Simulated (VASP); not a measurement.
# C (R-3m) in VASP: further runs

One crystal, C, is run at these levels: PBE+D3(BJ); tasks: single point, relaxation of cell and atoms.

Everything below comes from runs of VASP 6.6.1. Logs are shortened: lines on timing, memory, paths and dates and some standing lists are left out, and cuts for length are marked.

## (1) The crystal as given

It takes space group R-3m (No. 166, trigonal). The conventional cell has a = 2.465 Å, b = 2.465 Å, c = 9.963 Å, α = 90.00°, β = 90.00°, γ = 120.00°. C (site symmetry 3m) has 3 C at 1.42 Å as nearest neighbours.

This isn't the form of C at room conditions, which is graphite.

## (2) Single point, PBE+D3(BJ)

File INCAR:

```
SYSTEM = C
ALGO = Fast
EDIFF = 1E-7
ENCUT = 520
GGA = PE
ISIF = 2
ISMEAR = 0
IVDW = 12
LASPH = .TRUE.
LCHARG = .FALSE.
LREAL = .FALSE.
LWAVE = .FALSE.
NBANDS = 11
NELM = 100
PREC = Accurate
SIGMA = 0.1
```

File KPOINTS:

```
k-points
0
G
  9 9 9
  0 0 0
```

File POSCAR:

```
C
1.0
    1.2325519944      0.7116142258      3.3209928572
   -1.2325519944      0.7116142258      3.3209928572
    0.0000000000     -1.4232284516      3.3209928572
C
2
Direct
    0.8334533369      0.8334533369      0.8334533369
    0.1665466631      0.1665466631      0.1665466631
```

Potentials or basis: VASP PAW PBE potentials, release 64 (C).

Command:

```console
> cat potpaw_PBE.64/C/POTCAR > POTCAR
> mpirun -np 1 vasp_std > vasp.out
```

OUTCAR:

```text
SYSTEM = C
   EDIFF = 1E-7
   ENCUT = 520
   GGA = PE
   ISIF = 2
   ISMEAR = 0
   IVDW = 12
   LASPH = .TRUE.
   LREAL = .FALSE.
   NELM = 100
   PREC = Accurate
 IVDW          = 12

 ion  position               nearest neighbor table
   1  0.833  0.833  0.833-   2 1.42   2 1.42   2 1.42
   2  0.167  0.167  0.167-   1 1.42   1 1.42   1 1.42

  LATTYP: Found a trigonal (rhomboedric) cell.
 ALAT       =     3.6131112331
 COS(alpha) =     0.7672563562

  Lattice vectors:

 A1 = (   1.2325519944,   0.7116142258,   3.3209928572)
 A2 = (  -1.2325519944,   0.7116142258,   3.3209928572)
 A3 = (   0.0000000000,  -1.4232284516,   3.3209928572)

Analysis of symmetry for initial positions (statically):
=====================================================================
 Subroutine PRICEL returns:
 Original cell was already a primitive cell.

 Routine SETGRP: Setting up the symmetry group for a
 trigonal (rhombohedral) supercell.

 Subroutine GETGRP returns: Found 12 space group operations
 (whereof 12 operations were pure point group operations)
 out of a pool of 12 trial point group operations.

The static configuration has the point symmetry D_3d.

Analysis of symmetry for dynamics (positions and initial velocities):
=====================================================================
 Subroutine PRICEL returns:
 Original cell was already a primitive cell.

 Routine SETGRP: Setting up the symmetry group for a
 trigonal (rhombohedral) supercell.

 Subroutine GETGRP returns: Found 12 space group operations
 (whereof 12 operations were pure point group operations)
 out of a pool of 12 trial point group operations.

The dynamic configuration has the point symmetry D_3d.

 Subroutine INISYM returns: Found 12 space group operations
 (whereof 12 operations are pure point group operations),
 and found     1 'primitive' translations

----------------------------------------------------------------------------------------

                                     Primitive cell

  volume of cell :      17.4771

  direct lattice vectors                    reciprocal lattice vectors
     1.232551994  0.711614226  3.320992857     0.405662400  0.234209296  0.100371590
    -1.232551994  0.711614226  3.320992857    -0.405662400  0.234209296  0.100371590
     0.000000000 -1.423228452  3.320992857     0.000000000 -0.468418591  0.100371590

  length of vectors
     3.613111233  3.613111233  3.613111233     0.479051597  0.479051597  0.479051597

  position of ions in fractional coordinates (direct lattice)
     0.833453337  0.833453337  0.833453337
     0.166546663  0.166546663  0.166546663

  ion indices of the primitive-cell ions
   primitive index   ion index
                 1           1
                 2           2

----------------------------------------------------------------------------------------

 KPOINTS: k-points

Automatic generation of k-mesh.
 Grid dimensions read from file:
 generate k-points for:    9    9    9

 Generating k-lattice:

  Cartesian coordinates                     Fractional coordinates (reciprocal lattice)
     0.045073600  0.026023255  0.011152399     0.111111111  0.000000000 -0.000000000
    -0.045073600  0.026023255  0.011152399     0.000000000  0.111111111 -0.000000000
     0.000000000 -0.052046510  0.011152399    -0.000000000 -0.000000000  0.111111111

  Length of vectors
     0.053227955  0.053227955  0.053227955

  Shift w.r.t. Gamma in fractional coordinates (k-lattice)
     0.000000000  0.000000000  0.000000000

 Subroutine IBZKPT returns following result:
 ===========================================

 Found     85 irreducible k-points:

 Following reciprocal coordinates:
            Coordinates               Weight
  0.000000  0.000000  0.000000      1.000000
  0.111111 -0.000000 -0.000000      6.000000
  0.222222 -0.000000  0.000000      6.000000
  0.333333 -0.000000  0.000000      6.000000
  0.444444 -0.000000  0.000000      6.000000
  0.111111  0.111111 -0.000000      6.000000
[... 16 lines left out ...]
 -0.333333  0.333333  0.000000      6.000000
  0.444444  0.444444  0.000000      6.000000
 [... further k-points ...]
   k-points           NKPTS =     85   k-points in BZ     NKDIM =     85   number of bands    NBANDS=     11
   number of dos      NEDOS =    301   number of ions     NIONS =      2
   total plane-waves  NPLWV =  21952
   dimension x,y,z NGX =    28 NGY =   28 NGZ =   28
   dimension x,y,z NGXF=    56 NGYF=   56 NGZF=   56
   ions per type =               2
   NGX,Y,Z   is equivalent  to a cutoff of  12.88, 12.88, 12.88 a.u.
   NGXF,Y,Z  is equivalent  to a cutoff of  25.77, 25.77, 25.77 a.u.
 SYSTEM =  C
   PREC   = accura    normal or accurate (medium, high low for compatibility)
   ISTART =      0    job   : 0-new  1-cont  2-samecut
   ICHARG =      2    charge: 1-file 2-atom 10-const
   ISPIN  =      1    spin polarized calculation?
   LNONCOLLINEAR =      F non collinear calculations
   LSORBIT =      F    spin-orbit coupling
   LASPH  =      T    aspherical Exc in radial PAW
   ENCUT  =  520.0 eV  38.22 Ry    6.18 a.u.   6.72  6.72  6.72*2*pi/ulx,y,z
   NELM   =    100;   NELMIN=  2; NELMDL= -5     # of ELM steps
   EDIFF  = 0.1E-06   stopping-criterion for ELM
   LREAL  =      F    real-space projection
   EDIFFG = 0.1E-05   stopping-criterion for IOM
   NSW    =      0    number of steps for IOM
   IBRION =     -1    ionic relax: 0-MD 1-quasi-New 2-CG
   NFREE  =      0    steps in history (QN), initial steepest desc. (CG)
   ISIF   =      2    stress and relaxation
   ISYM   =      2    0-nonsym 1-usesym 2-fastsym
   POTIM  = 0.5000    time-step for ionic-motion
   TEBEG  =    0.0;   TEEND  =   0.0 temperature during run
   PSTRESS=    0.0 pullay stress
   NELECT =       8.0000    total number of electrons
   NUPDOWN=      -1.0000    fix difference up-down
   EMIN   =  10.00;   EMAX   =-10.00  energy-range for DOS
   EFERMI =   0.00;   METHOD = LEGACY
   ISMEAR =     0;   SIGMA  =   0.10  broadening in eV -4-tet -1-fermi 0-gaus
   EFERMI_NEDOS =   21; number of points for ismear=-14 and -15
   IALGO  =     68    algorithm
   IMIX   =      4    mixing-type and parameters
     AMIX     =   0.40;   BMIX     =  1.00
     AMIX_MAG =   1.60;   BMIX_MAG =  1.00
  volume/ion in A,a.u.               =       8.74        58.97
  Fermi-wavevector in a.u.,A,eV,Ry     =   1.261678  2.384225 21.658175  1.591831
  Thomas-Fermi vector in A             =   2.395125
   LORBIT       =      0    0 simple, 1 ext, 2 COOP (PROOUT), +10 PAW based schemes
   GGA     = PE    functional components
   LHFCALC =     F    Hartree Fock is set to
   AEXX    =    0.0000 exact exchange contribution
   IVDW    =    12    specifies the selected vdW correction
   LEPSILON=     F    determine dielectric tensor
   LRPA    =     F    only Hartree local field effects (RPA)
 non-spin polarized calculation
 RMM-DIIS sequential band-by-band and
 Gauss-broadening in eV      SIGMA  =   0.10
  energy-cutoff  :      520.00
  volume of cell :       17.48
 maximum number of plane-waves:       484
   NGX = 13   NGY = 13   NGZ = 13

 number of electron       8.0000000 magnetization

 Free energy of the ion-electron system (eV)
  ---------------------------------------------------
  ext. energy  EPLUGINS =         0.00000000
  ---------------------------------------------------
  free energy    TOTEN  =       -18.41426459 eV

  energy without entropy =      -18.41426458  energy(sigma->0) =      -18.41426459

 E-fermi :   4.7699     XC(G=0): -10.3945

 val. band max:        4.4216173642   @ k =  -0.3333   0.3333   0.0000
 cond. band min:       5.1166790699   @ k =  -0.3333   0.3333   0.0000
 fundamental gap:      0.6950617057
 Fermi energy:         4.7698879873

 k-point     1 :       0.0000    0.0000    0.0000
  band No.  band energies     occupation
      1     -14.8969      2.00000
      2      -1.7200      2.00000
      3       1.7686      2.00000
      4       1.7686      2.00000
      5       9.1402      0.00000
      6      13.1409      0.00000
      7      13.1409      0.00000
      8      16.1127      0.00000
      9      17.4212      0.00000
     10      27.5158      0.00000
     11      30.8127      0.00000

 k-point     2 :       0.1111   -0.0000   -0.0000
  band No.  band energies     occupation
      1     -14.5982      2.00000
      2      -1.4215      2.00000
      3       0.6531      2.00000
      4       1.2004      2.00000
      5       9.5637      0.00000
      6      13.2473      0.00000
      7      14.3423      0.00000
      8      15.1152      0.00000
      9      17.9716      0.00000
     10      28.1752      0.00000
     11      28.6206      0.00000

 k-point     3 :       0.2222   -0.0000    0.0000
  band No.  band energies     occupation
      1     -13.7093      2.00000
      2      -1.9032      2.00000
      3      -0.5376      2.00000
      4       0.0535      2.00000
      5      10.8089      0.00000
      6      12.6518      0.00000
      7      13.1302      0.00000
      8      17.3173      0.00000
      9      19.5452      0.00000
     10      24.9753      0.00000
     11      27.4768      0.00000
[... 267 lines left out ...]
 k-point    23 :      -0.3333    0.3333    0.0000
  band No.  band energies     occupation
      1      -7.8583      2.00000
      2      -7.7536      2.00000
      3      -5.7666      2.00000
      4       4.4216      2.00000
      5       5.1167      0.00000
      6      15.4616      0.00000
      7      17.1755      0.00000
      8      19.6183      0.00000
      9      20.0407      0.00000
     10      23.1864      0.00000
     11      25.5398      0.00000

 k-point    24 :       0.4444    0.4444    0.0000
  band No.  band energies     occupation
      1     -10.2079      2.00000
      2      -7.5216      2.00000
      3      -1.5794      2.00000
      4       1.7034      2.00000
      5       6.5740      0.00000
      6      12.0042      0.00000
      7      17.3292      0.00000
      8      20.5992      0.00000
      9      24.1767      0.00000
     10      24.2150      0.00000
     11      28.5216      0.00000

 [... further k-points ...]

------------------------ aborting loop because EDIFF is reached ----------------------------------------

 Edisp (eV)   -0.31649

 E8    (eV) :    -0.0898

  FORCE on cell =-STRESS in cart. coord.  units (eV):
  Direction    XX          YY          ZZ          XY          YZ          ZX
  --------------------------------------------------------------------------------------
  -------------------------------------------------------------------------------------
  Total       0.08680     0.08680    -0.00224     0.00000     0.00000     0.00000
  in kB       7.95678     7.95678    -0.20579     0.00000     0.00000     0.00000
  external pressure =        5.24 kB  Pullay stress =        0.00 kB

 VOLUME and BASIS-vectors are now :
 -----------------------------------------------------------------------------
  energy-cutoff  :      520.00
  volume of cell :       17.48
      direct lattice vectors                 reciprocal lattice vectors
     1.232551994  0.711614226  3.320992857     0.405662400  0.234209296  0.100371590
    -1.232551994  0.711614226  3.320992857    -0.405662400  0.234209296  0.100371590
     0.000000000 -1.423228452  3.320992857     0.000000000 -0.468418591  0.100371590

 POSITION                                       TOTAL-FORCE (eV/Angst)
 -----------------------------------------------------------------------------------
      0.00000      0.00000      8.30368         0.000000      0.000000      0.003089
      0.00000      0.00000      1.65930         0.000000     -0.000000     -0.003089
 -----------------------------------------------------------------------------------
    total drift:                               -0.000000     -0.000000      0.000000

  FREE ENERGIE OF THE ION-ELECTRON SYSTEM (eV)
  ---------------------------------------------------
  free  energy   TOTEN  =       -18.7307534275 eV

  energy  without entropy=      -18.7307534184  energy(sigma->0) =      -18.73075342
```

It used 15 s of CPU time on 1 thread of Intel(R) Xeon(R) 6975P-C (Granite Rapids), with other jobs on the host, which was overloaded at the time.

Results:

```
Free energy                : -18.7308 eV
Pressure                   : 0.5 GPa
Largest force              : 0.003 eV/Å
Band gap on the k mesh     : 0.70 eV, direct
Dispersion energy per atom : -0.158 eV
```

Forces on the atoms (eV/Å):
```
C    0.000  0.000  0.003
C    0.000  0.000 -0.003
```

Caveat: an odd mesh through Γ misses points on the zone boundary, where band edges often lie.

## (3) Relaxation of cell and atoms, PBE+D3(BJ)

File INCAR:

```
PREC = Accurate
ENCUT = 600
EDIFF = 1E-6
ISMEAR = 0
SIGMA = 0.1
LREAL = F
LASPH = T
NELM = 100
ALGO = Normal
ISIF = 3
LWAVE = F
LCHARG = F
GGA = PE
IVDW = 12
IBRION = 2
NSW = 100
EDIFFG = -0.05
```

File KPOINTS:

```
Automatic mesh
0
Gamma
  9 9 9
```

File POSCAR:

```
C
1.0
    1.2280287114      0.7090027071      3.3470114498
   -1.2280287114      0.7090027071      3.3470114498
    0.0000000000     -1.4180054142      3.3470114498
C
2
Direct
    0.8360000000      0.8360000000      0.8360000000
    0.1640000000      0.1640000000      0.1640000000
```

Potentials or basis: VASP PAW PBE potentials, release 64 (C).

Command:

```console
> cat potpaw_PBE.64/C/POTCAR > POTCAR
> mpirun -np 1 vasp_std > vasp.out
```

Run time: 49 s. Hardware: 1 thread of Intel Xeon 6975P-C (Granite Rapids), shared host; peak memory 0.17 GiB.

The run converged. Its results:

```yaml
Free_energy: -18.7351 eV
Relaxed_volume: 8.79 Å³/atom
Relaxed_cell: a = 3.631 Å, b = 3.631 Å, c = 3.631 Å, α = 39.70°, β = 39.70°, γ = 39.70°
Space_group_after_relaxing_to_0.05_Å: R-3m (No. 166)
Energy_gained_by_relaxing: 11.9 meV/atom
Ionic_steps: 5
Pressure_after_relaxing: -0.2 GPa
Band_gap_on_the_k_mesh: 0.67 eV, direct
Dispersion_energy_per_atom: -0.157 eV
```

Forces on the atoms (eV/Å):
```
C    0.000  0.000  0.002
C    0.000  0.000 -0.002
```

Stress tensor (GPa, compression positive):
```
-0.01  0.00  0.00
 0.00 -0.01  0.00
 0.00  0.00 -0.55
```

The path:
| step | energy change (eV) | largest force (eV/Å) | pressure (GPa) | volume (Å³) |
| --- | --- | --- | --- | --- |
| 1 | 0.0000 | 0.8400 | 3.11 | 17.48 |
| 2 | -0.0030 | 0.4938 | -8.27 | 17.92 |
| 3 | -0.0216 | 0.1508 | -2.89 | 17.71 |
| 4 | -0.0186 | 0.2399 | 4.27 | 17.40 |
| 5 | -0.0238 | 0.0022 | -0.19 | 17.59 |

Final structure:
```cif
data_structure
_symmetry_space_group_name_H-M 'P 1'
_symmetry_Int_Tables_number 1
_cell_length_a 3.6308
_cell_length_b 3.6308
_cell_length_c 3.6308
_cell_angle_alpha 39.699
_cell_angle_beta 39.699
_cell_angle_gamma 39.699
_cell_volume 17.59
loop_
_atom_site_label
_atom_site_type_symbol
_atom_site_fract_x
_atom_site_fract_y
_atom_site_fract_z
_atom_site_occupancy
C1 C 0.83345 0.83345 0.83345 1
C2 C 0.16655 0.16655 0.16655 1
```

Levels at points of the mesh, in eV from the valence-band top:
```
           k point  band 1  band 2  band 3  band 4  band 5  band 6  band 7  band 8
(0.00, 0.00, 0.00)  -19.32   -6.18   -2.67   -2.67    4.66    8.70    8.70   11.67
```

Caveat: an odd mesh through Γ misses points on the zone boundary, where band edges often lie; the relaxation stopped at a loose force limit of 0.05 eV/Å, so its end isn't a converged minimum. Zero-point motion and thermal expansion aren't in these numbers.

## (4) Single point, PBE+D3(BJ)

File INCAR:

```
SYSTEM = C
ALGO = Normal ; EDIFF = 1E-7
ENCUT = 520 ; GGA = PE
ISIF = 2 ; ISMEAR = 0
IVDW = 12 ; LASPH = .True.
LCHARG = .False. ; LREAL = .False.
LWAVE = .False. ; NBANDS = 11
NELM = 100 ; PREC = Accurate
SIGMA = 0.1
```

File KPOINTS:

```
k-points
0
Gamma
  9 9 9
  0 0 0
```

POSCAR is that of step 3.

Potentials or basis: VASP PAW PBE potentials, release 64 (C).

Command:

```console
> cat potpaw_PBE.64/C/POTCAR > POTCAR
> mpirun -np 1 vasp_std > vasp.out
```

OUTCAR:

```text
SYSTEM = C
   EDIFF = 1E-7
   ENCUT = 520
   GGA = PE
   ISIF = 2
   ISMEAR = 0
   IVDW = 12
   LASPH = .True.
   LREAL = .False.
   NELM = 100
   PREC = Accurate
 IVDW          = 12

 ion  position               nearest neighbor table
   1  0.836  0.836  0.836-   2 1.42   2 1.42   2 1.42
   2  0.164  0.164  0.164-   1 1.42   1 1.42   1 1.42

  LATTYP: Found a trigonal (rhomboedric) cell.
 ALAT       =     3.6350000000
 COS(alpha) =     0.7717355882

  Lattice vectors:

[... 524 lines left out ...]
------------------------ aborting loop because EDIFF is reached ----------------------------------------

 Edisp (eV)   -0.31379

 E8    (eV) :    -0.0889

  FORCE on cell =-STRESS in cart. coord.  units (eV):
  Direction    XX          YY          ZZ          XY          YZ          ZX
  --------------------------------------------------------------------------------------
  -------------------------------------------------------------------------------------
  Total       0.62713     0.62713    -0.09620     0.00000     0.00000     0.00000
  in kB      57.46498    57.46498    -8.81507     0.00000     0.00000     0.00000
  external pressure =       35.37 kB  Pullay stress =        0.00 kB

 VOLUME and BASIS-vectors are now :
 -----------------------------------------------------------------------------
  energy-cutoff  :      520.00
  volume of cell :       17.48
      direct lattice vectors                 reciprocal lattice vectors
     1.228028711  0.709002707  3.347011450     0.407156604  0.235071975  0.099591333
    -1.228028711  0.709002707  3.347011450    -0.407156604  0.235071975  0.099591333
     0.000000000 -1.418005414  3.347011450     0.000000000 -0.470143950  0.099591333

 POSITION                                       TOTAL-FORCE (eV/Angst)
 -----------------------------------------------------------------------------------
      0.00000      0.00000      8.39430         0.000000      0.000000     -0.839597
      0.00000      0.00000      1.64673         0.000000     -0.000000      0.839597
 -----------------------------------------------------------------------------------
    total drift:                                0.000000     -0.000000      0.000000

  FREE ENERGIE OF THE ION-ELECTRON SYSTEM (eV)
  ---------------------------------------------------
  free  energy   TOTEN  =       -18.7065086320 eV

  energy  without entropy=      -18.7065086307  energy(sigma->0) =      -18.70650863
```

OSZICAR:

```text
N       E                     dE             d eps       ncg     rms          rms(c)
DAV:   1     0.606967190957E+01    0.60697E+01   -0.45406E+03  1926   0.665E+02
DAV:   2    -0.190258337234E+02   -0.25096E+02   -0.23528E+02  2462   0.131E+02
DAV:   3    -0.196038710390E+02   -0.57804E+00   -0.57699E+00  2383   0.167E+01
DAV:   4    -0.196057797462E+02   -0.19087E-02   -0.19086E-02  2145   0.116E+00
DAV:   5    -0.196057859017E+02   -0.61554E-05   -0.61551E-05  2359   0.618E-02    0.639E+00
DAV:   6    -0.186813785000E+02    0.92441E+00   -0.78196E-01  2167   0.515E+00    0.373E+00
DAV:   7    -0.183891913957E+02    0.29219E+00   -0.88223E-01  2215   0.551E+00    0.105E+00
DAV:   8    -0.183928156274E+02   -0.36242E-02   -0.20307E-02  2124   0.908E-01    0.115E-01
DAV:   9    -0.183926469390E+02    0.16869E-03   -0.53102E-04  2257   0.148E-01    0.531E-02
DAV:  10    -0.183927228902E+02   -0.75951E-04   -0.12884E-04  2116   0.791E-02    0.265E-02
DAV:  11    -0.183927227865E+02    0.10373E-06   -0.64368E-06  2317   0.145E-02    0.499E-03
DAV:  12    -0.183927230513E+02   -0.26483E-06   -0.51956E-07  2089   0.525E-03    0.766E-04
DAV:  13    -0.183927230412E+02    0.10177E-07   -0.28097E-08  2331   0.111E-03
   1 F= -.18706509E+02 E0= -.18706509E+02  d E =-.131791E-08
```

It used 14 s of CPU time on 1 thread of Intel(R) Xeon(R) 6975P-C (Granite Rapids), with other jobs on the host, which was overloaded at the time.

What came out:

* Free energy: -18.7065 eV
* Pressure: 3.5 GPa
* Largest force: 0.840 eV/Å
* Band gap on the k mesh: 0.75 eV, direct
* Dispersion energy per atom: -0.157 eV

Forces in eV/Å, atoms in the order of the input:
```
C    0.000  0.000 -0.840
C    0.000  0.000  0.840
```

Caveat: an odd mesh through Γ misses points on the zone boundary, where band edges often lie.

(Continued in part 2 of 2.)
